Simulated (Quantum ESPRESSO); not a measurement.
Here is a Quantum ESPRESSO 7.5 calculation.

Contents of run.py:

```python
import numpy as np
from ase.calculators.espresso import Espresso, EspressoProfile
import spglib
from ase import Atoms
from ase.io import read

atoms = read('GaP.cif')
cell, pos, num = spglib.standardize_cell((atoms.cell[:], atoms.get_scaled_positions(), atoms.numbers), to_primitive=True, symprec=1e-4)
atoms = Atoms(numbers=num, cell=cell, scaled_positions=pos, pbc=True)

input_data = {
    'control': {'calculation': 'scf', 'prefix': 'pwscf', 'outdir': './tmp', 'tprnfor': True, 'tstress': True, 'disk_io': 'nowf'},
    'system': {'ecutwfc': 80.0, 'nbnd': 15, 'input_dft': 'pw91', 'occupations': 'smearing', 'smearing': 'fd', 'degauss': 0.00367493},
    'electrons': {'conv_thr': 4e-10, 'electron_maxstep': 120, 'mixing_beta': 0.5},
}
pseudopotentials = {'P': 'P.upf', 'Ga': 'Ga.upf'}
profile = EspressoProfile(command='pw.x', pseudo_dir='pseudo')
dft = Espresso(profile=profile, input_data=input_data, pseudopotentials=pseudopotentials, kpts=(8, 8, 8), koffset=(0, 0, 0))
from ase.calculators.mixing import SumCalculator
from dftd4.ase import DFTD4
d4 = DFTD4(method='pw91')
atoms.calc = SumCalculator([dft, d4])

from ase.eos import EquationOfState
from ase.units import GPa
cell, v, e = atoms.cell.copy(), [], []
for x in [0.94, 0.96, 0.98, 1.0, 1.02, 1.04, 1.06]:
    atoms.set_cell(cell * x ** (1 / 3), scale_atoms=True)
    v.append(atoms.get_volume() / len(atoms))
    e.append(atoms.get_potential_energy() / len(atoms))
    print(f'V {v[-1]:.6f} A^3/atom  E {e[-1]:.8f} eV/atom')
v0, e0, b0 = EquationOfState(v, e, eos='birchmurnaghan').fit()
print(f'V0 {v0:.5f} A^3/atom  E0 {e0:.6f} eV/atom  B0 {b0 / GPa:.2f} GPa')
```

The input GaP.cif:

```cif
data_GaP
_cell_length_a 5.45050000
_cell_length_b 5.45050000
_cell_length_c 5.45050000
_cell_angle_alpha 90.00000000
_cell_angle_beta 90.00000000
_cell_angle_gamma 90.00000000
_space_group_name_H-M_alt 'F-43m'
_space_group_name_Hall 'F -4 2 3'
_space_group_IT_number 216
loop_
_space_group_symop_operation_xyz
'x,y,z'
'y,-x,-z'
'-x,-y,z'
'-y,x,-z'
'x,-y,-z'
'y,x,z'
'-x,y,-z'
'-y,-x,z'
'z,x,y'
'-z,y,-x'
'z,-x,-y'
'-z,-y,x'
'-z,x,-y'
'z,y,x'
'-z,-x,y'
'z,-y,-x'
'y,z,x'
'-x,-z,y'
'-y,z,-x'
'x,-z,-y'
'-y,-z,x'
'x,z,y'
'y,-z,-x'
'-x,z,-y'
'x,y+1/2,z+1/2'
'y,-x+1/2,-z+1/2'
'-x,-y+1/2,z+1/2'
'-y,x+1/2,-z+1/2'
'x,-y+1/2,-z+1/2'
'y,x+1/2,z+1/2'
'-x,y+1/2,-z+1/2'
'-y,-x+1/2,z+1/2'
'z,x+1/2,y+1/2'
'-z,y+1/2,-x+1/2'
'z,-x+1/2,-y+1/2'
'-z,-y+1/2,x+1/2'
'-z,x+1/2,-y+1/2'
'z,y+1/2,x+1/2'
'-z,-x+1/2,y+1/2'
'z,-y+1/2,-x+1/2'
'y,z+1/2,x+1/2'
'-x,-z+1/2,y+1/2'
'-y,z+1/2,-x+1/2'
'x,-z+1/2,-y+1/2'
'-y,-z+1/2,x+1/2'
'x,z+1/2,y+1/2'
'y,-z+1/2,-x+1/2'
'-x,z+1/2,-y+1/2'
'x+1/2,y,z+1/2'
'y+1/2,-x,-z+1/2'
'-x+1/2,-y,z+1/2'
'-y+1/2,x,-z+1/2'
'x+1/2,-y,-z+1/2'
'y+1/2,x,z+1/2'
'-x+1/2,y,-z+1/2'
'-y+1/2,-x,z+1/2'
'z+1/2,x,y+1/2'
'-z+1/2,y,-x+1/2'
'z+1/2,-x,-y+1/2'
'-z+1/2,-y,x+1/2'
'-z+1/2,x,-y+1/2'
'z+1/2,y,x+1/2'
'-z+1/2,-x,y+1/2'
'z+1/2,-y,-x+1/2'
'y+1/2,z,x+1/2'
'-x+1/2,-z,y+1/2'
'-y+1/2,z,-x+1/2'
'x+1/2,-z,-y+1/2'
'-y+1/2,-z,x+1/2'
'x+1/2,z,y+1/2'
'y+1/2,-z,-x+1/2'
'-x+1/2,z,-y+1/2'
'x+1/2,y+1/2,z'
'y+1/2,-x+1/2,-z'
'-x+1/2,-y+1/2,z'
'-y+1/2,x+1/2,-z'
'x+1/2,-y+1/2,-z'
'y+1/2,x+1/2,z'
'-x+1/2,y+1/2,-z'
'-y+1/2,-x+1/2,z'
'z+1/2,x+1/2,y'
'-z+1/2,y+1/2,-x'
'z+1/2,-x+1/2,-y'
'-z+1/2,-y+1/2,x'
'-z+1/2,x+1/2,-y'
'z+1/2,y+1/2,x'
'-z+1/2,-x+1/2,y'
'z+1/2,-y+1/2,-x'
'y+1/2,z+1/2,x'
'-x+1/2,-z+1/2,y'
'-y+1/2,z+1/2,-x'
'x+1/2,-z+1/2,-y'
'-y+1/2,-z+1/2,x'
'x+1/2,z+1/2,y'
'y+1/2,-z+1/2,-x'
'-x+1/2,z+1/2,-y'
loop_
_atom_site_label
_atom_site_type_symbol
_atom_site_symmetry_multiplicity
_atom_site_Wyckoff_symbol
_atom_site_fract_x
_atom_site_fract_y
_atom_site_fract_z
_atom_site_occupancy
Ga1 Ga 4 a 0.0000000000 0.0000000000 0.0000000000 1
P1 P 4 c 0.2500000000 0.2500000000 0.2500000000 1
```

Potentials or basis: PseudoDojo 0.4.1 SR PBE standard.

Run with:

```console
$ OMP_NUM_THREADS=1 python run.py
```

Question: What does it give for the equilibrium volume?

Answer: 20.22 Å³/atom.

Question: Predict the pressure derivative of the bulk modulus.

Answer: 4.5.

Energy against volume, from the lowest point:
| volume (Å³/atom) | energy (meV/atom) |
| --- | --- |
| 19.026 | 20.61 |
| 19.431 | 8.64 |
| 19.836 | 1.97 |
| 20.240 | 0.00 |
| 20.645 | 2.28 |
| 21.050 | 8.34 |
| 21.455 | 17.78 |

Caveat: the potentials were made for another functional, which shifts forces and pressure.

**What was measured.**

From “Phosphorous dimerization in GaP at high pressure”, 2017, arxiv:1709.06667, for a bulk crystal of GaP: bulk modulus 87.5 ± 0.6 GPa.

Measured bulk modulus of GaP: 87.5 GPa (“Phosphorous dimerization in GaP at high pressure”, 2017, arxiv:1709.06667). This calculation gives 84 GPa (-4.0 %). The fit is for a static lattice scaled at fixed shape and fixed fractional positions.
